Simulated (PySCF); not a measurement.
An unknown gives this computed stick spectrum. Method used: TDDFT CAM-B3LYP/def2-SVPD, vertical, gas phase, core orbitals frozen in the response (PySCF 2.14.0, density-fitted response routines). Geometries: GFN2-xTB, one conformer each.

| state | E (eV) | f |
| --- | --- | --- |
| S1 | 5.40 | 0.0000 |
| S2 | 5.56 | 0.075 |
| S3 | 6.53 | 0.0076 |
| S4 | 6.87 | 0.0030 |
| S5 | 6.99 | 0.587 |
| S6 | 7.54 | 0.0060 |
| S7 | 7.61 | 0.0037 |
| S8 | 7.81 | 0.027 |

Triplets computed (Tamm–Dancoff): 3.75, 4.82, 4.98 eV.

Orbital energies (eV): HOMO-3 -11.06, HOMO-2 -9.99, HOMO-1 -9.84, HOMO -8.50, LUMO -0.04, LUMO+1 1.01, LUMO+2 1.28.

Question: Which structure fits?
A. `CC1=CC=C[P@H]1=O`
B. `C1=C[C@H]2C=C[C@@H]1C2`
C. `O=C(O)c1ccoc1`

Answer: C. Its S1, at 5.40 eV, is the highest among the candidates; the nearest of the others has S1 at 5.14 eV. S1 is HOMO-1→LUMO (89%). Löwdin shares by element: HOMO carbon 82% or more (atoms not listed hold the other 18%); LUMO carbon 56% or more, oxygen 15% or more (atoms not listed hold the other 29%). At the same level the other candidates give, for their lowest levels:
- `C1=C[C@H]2C=C[C@@H]1C2`: 5.14 eV (f 0.000); 6.15 eV (f 0.025); 6.48 eV (f 0.018); 7.09 eV (f 0.036); 7.13 eV (f 0.175); T1 3.52 eV; HOMO -7.74, LUMO 0.78 eV
- `CC1=CC=C[P@H]1=O`: 4.08 eV (f 0.043); 4.91 eV (f 0.026); 5.02 eV (f 0.004); 6.74 eV (f 0.001); 6.78 eV (f 0.006); T1 2.52 eV; HOMO -8.37, LUMO -1.00 eV

The values belong to the conformer `[O:1]=[C:2]([OH:3])[c:4]1[cH:5][cH:6][o:7][cH:8]1`: O1–C2–C4–C5 180°, H–O3–C2–O1 0°.
